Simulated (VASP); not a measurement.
# BN (P6_3mc) in VASP: relaxation of cell and atoms with r2SCAN

Aim: the relaxation of cell and atoms of BN with r2SCAN.

Everything below comes from runs of VASP 6.6.1. Logs are shortened: lines on timing, memory, paths and dates and some standing lists are left out, and cuts for length are marked.

## Step 1: The crystal as given

The structure is hexagonal, space group P6_3mc (No. 186). Conventional cell: a = 2.550 Å, b = 2.550 Å, c = 4.210 Å, α = 90.00°, β = 90.00°, γ = 120.00°. Around B (site symmetry 3m) lie 4 N at 1.56 to 1.58 Å. N (site symmetry 3m) has 4 B at 1.56 to 1.58 Å as nearest neighbours.

The cell was built by a generator and needn't be a form met in nature.

## Step 2: Relaxation of cell and atoms, r2SCAN

Input file INCAR:

```
SYSTEM = BN
PREC = Accurate
ENCUT = 600
EDIFF = 1E-6
ISMEAR = -1
SIGMA = 0.05
LREAL = .False.
LASPH = .True.
NELM = 60
ALGO = Normal
ISIF = 3
LWAVE = .False.
LCHARG = .False.
METAGGA = R2SCAN
LMIXTAU = .True.
IBRION = 2
NSW = 40
EDIFFG = -0.01
KPAR = 4
```

Input file KPOINTS:

```
Automatic mesh
0
Gamma
  12 12 8
  0 0 0
```

Input file POSCAR:

```
BN
1.0
    2.5500000000      0.0000000000      0.0000000000
   -1.2750000000      2.2083647797      0.0000000000
    0.0000000000      0.0000000000      4.2100000000
B N
2 2
Direct
    0.3333333333      0.6666666667      0.0000000000
    0.6666666667      0.3333333333      0.5000000000
    0.3333333333      0.6666666667      0.3745000000
    0.6666666667      0.3333333333      0.8745000000
```

Potentials or basis: VASP PAW PBE potentials, release 64 (B, N).

Command:

```sh
cat potpaw_PBE.64/B/POTCAR potpaw_PBE.64/N/POTCAR > POTCAR
mpirun -np 4 vasp_std > vasp.out
```

OUTCAR:

```text
SYSTEM = BN
   PREC = Accurate
   ENCUT = 600
   EDIFF = 1E-6
   ISMEAR = -1
   LREAL = .False.
   LASPH = .True.
   NELM = 60
   ISIF = 3
   METAGGA = R2SCAN
   IBRION = 2
   NSW = 40
   EDIFFG = -0.01

 ion  position               nearest neighbor table
   1  0.333  0.667  0.000-   4 1.56   4 1.56   4 1.56   3 1.58
   2  0.667  0.333  0.500-   3 1.56   3 1.56   3 1.56   4 1.58
   3  0.333  0.667  0.374-   2 1.56   2 1.56   2 1.56   1 1.58
   4  0.667  0.333  0.874-   1 1.56   1 1.56   1 1.56   2 1.58

  LATTYP: Found a hexagonal cell.
 ALAT       =     2.5500000000
 C/A-ratio  =     1.6509803922

  Lattice vectors:

 A1 = (   2.5500000000,   0.0000000000,   0.0000000000)
 A2 = (  -1.2750000000,   2.2083647797,   0.0000000000)
 A3 = (   0.0000000000,   0.0000000000,   4.2100000000)

Analysis of symmetry for initial positions (statically):
=====================================================================
 Subroutine PRICEL returns:
 Original cell was already a primitive cell.

 Routine SETGRP: Setting up the symmetry group for a
 hexagonal supercell.

 Subroutine GETGRP returns: Found 12 space group operations
 (whereof  6 operations were pure point group operations)
 out of a pool of 24 trial point group operations.

The static configuration has the point symmetry C_3v.
 The point group associated with its full space group is C_6v.

Analysis of symmetry for dynamics (positions and initial velocities):
=====================================================================
 Subroutine PRICEL returns:
 Original cell was already a primitive cell.

 Routine SETGRP: Setting up the symmetry group for a
 hexagonal supercell.

 Subroutine GETGRP returns: Found 12 space group operations
 (whereof  6 operations were pure point group operations)
 out of a pool of 24 trial point group operations.

The dynamic configuration has the point symmetry C_3v.
 The point group associated with its full space group is C_6v.

 Subroutine INISYM returns: Found 12 space group operations
 (whereof  6 operations are pure point group operations),
 and found     1 'primitive' translations

----------------------------------------------------------------------------------------

                                     Primitive cell

  volume of cell :      23.7079

  direct lattice vectors                    reciprocal lattice vectors
     2.550000000  0.000000000  0.000000000     0.392156863  0.226411870  0.000000000
    -1.275000000  2.208364780  0.000000000     0.000000000  0.452823741  0.000000000
     0.000000000  0.000000000  4.210000000     0.000000000  0.000000000  0.237529691

  length of vectors
     2.550000000  2.550000000  4.210000000     0.452823741  0.452823741  0.237529691

  position of ions in fractional coordinates (direct lattice)
     0.333333333  0.666666667  0.000000000
     0.666666667  0.333333333  0.500000000
     0.333333333  0.666666667  0.374500000
     0.666666667  0.333333333  0.874500000

  ion indices of the primitive-cell ions
   primitive index   ion index
                 1           1
                 2           2
                 3           3
                 4           4

----------------------------------------------------------------------------------------

 KPOINTS: Automatic mesh

Automatic generation of k-mesh.
 Grid dimensions read from file:
 generate k-points for:   12   12    8

 Generating k-lattice:

  Cartesian coordinates                     Fractional coordinates (reciprocal lattice)
     0.032679739  0.018867656  0.000000000     0.083333333  0.000000000  0.000000000
     0.000000000  0.037735312  0.000000000     0.000000000  0.083333333  0.000000000
     0.000000000  0.000000000  0.029691211     0.000000000  0.000000000  0.125000000

  Length of vectors
     0.037735312  0.037735312  0.029691211

  Shift w.r.t. Gamma in fractional coordinates (k-lattice)
     0.000000000  0.000000000  0.000000000

 Subroutine IBZKPT returns following result:
 ===========================================

 Found     95 irreducible k-points:

 Following reciprocal coordinates:
            Coordinates               Weight
  0.000000  0.000000  0.000000      1.000000
  0.083333  0.000000  0.000000      6.000000
  0.166667  0.000000  0.000000      6.000000
  0.250000  0.000000  0.000000      6.000000
  0.333333  0.000000  0.000000      6.000000
  0.416667  0.000000  0.000000      6.000000
[... 16 lines left out ...]
  0.250000  0.000000  0.125000     12.000000
  0.333333  0.000000  0.125000     12.000000
 [... further k-points ...]
   k-points           NKPTS =     95   k-points in BZ     NKDIM =     95   number of bands    NBANDS=     12
   number of dos      NEDOS =    301   number of ions     NIONS =      4
   total plane-waves  NPLWV =  14400
   dimension x,y,z NGX =    20 NGY =   20 NGZ =   36
   dimension x,y,z NGXF=    40 NGYF=   40 NGZF=   72
   ions per type =               2   2
   NGX,Y,Z   is equivalent  to a cutoff of  13.04, 13.04, 14.22 a.u.
   NGXF,Y,Z  is equivalent  to a cutoff of  26.08, 26.08, 28.43 a.u.
 SYSTEM =  BN
   PREC   = accura    normal or accurate (medium, high low for compatibility)
   ISTART =      0    job   : 0-new  1-cont  2-samecut
   ICHARG =      2    charge: 1-file 2-atom 10-const
   ISPIN  =      1    spin polarized calculation?
   LNONCOLLINEAR =      F non collinear calculations
   LSORBIT =      F    spin-orbit coupling
   LASPH  =      T    aspherical Exc in radial PAW
   ENCUT  =  600.0 eV  44.10 Ry    6.64 a.u.   5.09  5.09  8.41*2*pi/ulx,y,z
   NELM   =     60;   NELMIN=  2; NELMDL= -5     # of ELM steps
   EDIFF  = 0.1E-05   stopping-criterion for ELM
   LREAL  =      F    real-space projection
   EDIFFG = -.1E-01   stopping-criterion for IOM
   NSW    =     40    number of steps for IOM
   IBRION =      2    ionic relax: 0-MD 1-quasi-New 2-CG
   NFREE  =      1    steps in history (QN), initial steepest desc. (CG)
   ISIF   =      3    stress and relaxation
   ISYM   =      2    0-nonsym 1-usesym 2-fastsym
   POTIM  = 0.5000    time-step for ionic-motion
   TEBEG  =    0.0;   TEEND  =   0.0 temperature during run
   PSTRESS=    0.0 pullay stress
   NELECT =      16.0000    total number of electrons
   NUPDOWN=      -1.0000    fix difference up-down
   EMIN   =  10.00;   EMAX   =-10.00  energy-range for DOS
   EFERMI =   0.00;   METHOD = LEGACY
   ISMEAR =    -1;   SIGMA  =   0.05  broadening in eV -4-tet -1-fermi 0-gaus
   EFERMI_NEDOS =   21; number of points for ismear=-14 and -15
   IALGO  =     38    algorithm
   IMIX   =      4    mixing-type and parameters
     AMIX     =   0.40;   BMIX     =  1.00
     AMIX_MAG =   1.60;   BMIX_MAG =  1.00
  volume/ion in A,a.u.               =       5.93        40.00
  Fermi-wavevector in a.u.,A,eV,Ry     =   1.435987  2.713622 28.056005  2.062058
  Thomas-Fermi vector in A             =   2.555225
   LORBIT       =      0    0 simple, 1 ext, 2 COOP (PROOUT), +10 PAW based schemes
   METAGGA = R2SCAN    functional components
   LHFCALC =     F    Hartree Fock is set to
   AEXX    =    0.0000 exact exchange contribution
   IVDW    =     0    specifies the selected vdW correction
   LEPSILON=     F    determine dielectric tensor
   LRPA    =     F    only Hartree local field effects (RPA)
 conjugate gradient relaxation of ions
 non-spin polarized calculation
  energy-cutoff  :      600.00
  volume of cell :       23.71
 maximum number of plane-waves:       807
   NGX = 11   NGY = 11   NGZ = 17

--------------------------------------- Ionic step        1  -------------------------------------------

 number of electron      16.0000003 magnetization

 Free energy of the ion-electron system (eV)
  ---------------------------------------------------
  ext. energy  EPLUGINS =         0.00000000
  ---------------------------------------------------
  free energy    TOTEN  =       -38.27210093 eV

  energy without entropy =      -38.27210093  energy(sigma->0) =      -38.27210093

------------------------ aborting loop because EDIFF is reached ----------------------------------------

  FORCE on cell =-STRESS in cart. coord.  units (eV):
  Direction    XX          YY          ZZ          XY          YZ          ZX
  --------------------------------------------------------------------------------------
  -------------------------------------------------------------------------------------
  Total       -0.2066825     -0.2066825      0.0596609      0.0000000      0.0000000      0.0000000
  in kB      -13.9675808    -13.9675808      4.0318783      0.0000000      0.0000000      0.0000000
  external PRESSURE =      -7.9677611 kB  Pullay stress =       0.0000000 kB
[... 61 lines left out ...]
  energy  without entropy=      -38.2722005395  energy(sigma->0) =      -38.27220054

--------------------------------------- Ionic step        3  -------------------------------------------

 number of electron      16.0000003 magnetization

 Free energy of the ion-electron system (eV)
  ---------------------------------------------------
  ext. energy  EPLUGINS =         0.00000000
  ---------------------------------------------------
  free energy    TOTEN  =       -38.27241938 eV

  energy without entropy =      -38.27241938  energy(sigma->0) =      -38.27241938

 E-fermi :   8.3758     XC(G=0): -13.6300

 val. band max:        7.3886456653   @ k =   0.0000   0.0000   0.0000
 cond. band min:      13.1142778309   @ k =   0.3333   0.3333   0.0000
 fundamental gap:      5.7256321656
 Fermi energy:         8.3758061644

 k-point     1 :       0.0000    0.0000    0.0000
  band No.  band energies     occupation
      1     -14.0685      2.00000
      2      -9.8418      2.00000
      3      -3.9124      2.00000
      4       5.1848      2.00000
      5       5.1848      2.00000
      6       7.1215      2.00000
      7       7.3886      2.00000
      8       7.3886      2.00000
      9      16.4528      0.00000
     10      16.4528      0.00000
     11      16.6841      0.00000
     12      17.5694      0.00000
[... 331 lines left out ...]
 k-point    24 :       0.3333    0.0000    0.1250
  band No.  band energies     occupation
      1     -11.6179      2.00000
      2      -8.6109      2.00000
      3      -1.7551      2.00000
      4      -0.5717      2.00000
      5       1.3145      2.00000
      6       2.8637      2.00000
      7       4.7834      2.00000
      8       5.5259      2.00000
      9      14.8947      0.00000
     10      16.5620      0.00000
     11      18.9073      0.00000
     12      19.3259      0.00000

 [... further k-points ...]
[... 5 lines left out ...]
  --------------------------------------------------------------------------------------
  -------------------------------------------------------------------------------------
  Total        0.0051279      0.0051279      0.0105872      0.0000000     -0.0000000      0.0000000
  in kB        0.3473678      0.3473678      0.7171865      0.0000000     -0.0000000      0.0000000
  external PRESSURE =       0.4706407 kB  Pullay stress =       0.0000000 kB
[... 19 lines left out ...]
  FREE ENERGIE OF THE ION-ELECTRON SYSTEM (eV)
  ---------------------------------------------------
  free  energy   TOTEN  =       -38.2724193825 eV

  energy  without entropy=      -38.2724193824  energy(sigma->0) =      -38.27241938

 reached required accuracy - stopping structural energy minimisation
```

It took 91 s on 4 MPI ranks of Intel Xeon Platinum 8259CL at 2.50GHz (Skylake/Cascade Lake), shared host; peak memory 0.15 GiB.

What came out:

```
Free energy                            : -38.2724 eV
Relaxed volume                         : 5.91 Å³/atom
Relaxed cell                           : a = 2.546 Å, b = 2.546 Å, c = 4.212 Å, α = 90.00°, β = 90.00°, γ = 120.00°
Space group after relaxing (to 0.05 Å) : P6_3mc (No. 186)
Energy gained by relaxing              : 0.1 meV/atom
Ionic steps                            : 3
Pressure after relaxing                : 0.0 GPa
Largest force after relaxing           : 0.004 eV/Å
Band gap on the k mesh                 : 5.73 eV, indirect (least direct gap 8.97 eV)
```

Forces on the atoms (eV/Å):
```
B    0.000  0.000  0.004
B    0.000  0.000  0.004
N    0.000  0.000 -0.004
N    0.000  0.000 -0.004
```

Step by step:
| step | energy change (eV) | largest force (eV/Å) | pressure (GPa) | volume (Å³) |
| --- | --- | --- | --- | --- |
| 1 | 0.0000 | 0.0105 | -0.80 | 23.71 |
| 2 | -0.0001 | 0.0159 | 0.79 | 23.61 |
| 3 | -0.0003 | 0.0042 | 0.05 | 23.65 |

Final structure:
```
CELL_PARAMETERS angstrom
2.54646 0.00000 0.00000
-1.27323 2.20530 0.00000
0.00000 0.00000 4.21169
ATOMIC_POSITIONS crystal
B 0.33333 0.66667 0.99993
B 0.66667 0.33333 0.49993
N 0.33333 0.66667 0.37457
N 0.66667 0.33333 0.87457
```

Levels at points of the mesh, in eV from the valence-band top:
| k point | band 4 | band 5 | band 6 | band 7 | band 8 | band 9 | band 10 | band 11 | band 12 |
| --- | --- | --- | --- | --- | --- | --- | --- | --- | --- |
| (0.00, 0.00, 0.00) | -2.20 | -2.20 | -0.27 | 0.00 | 0.00 | 9.06 | 9.06 | 9.30 | 10.18 |
| (0.50, 0.00, 0.00) | -8.14 | -7.19 | -5.18 | -4.52 | -2.19 | 7.29 | 8.60 | 11.36 | 12.20 |
| (0.00, 0.00, 0.50) | -5.95 | -1.22 | -1.22 | -1.22 | -1.22 | 10.22 | 10.22 | 10.67 | 10.67 |
| (0.50, 0.00, 0.50) | -10.40 | -3.91 | -3.91 | -3.71 | -3.71 | 7.19 | 7.19 | 10.70 | 10.70 |

Caveat: the PAW data sets were made with another functional, which shifts forces and pressure a little. A k mesh can miss the band edges.
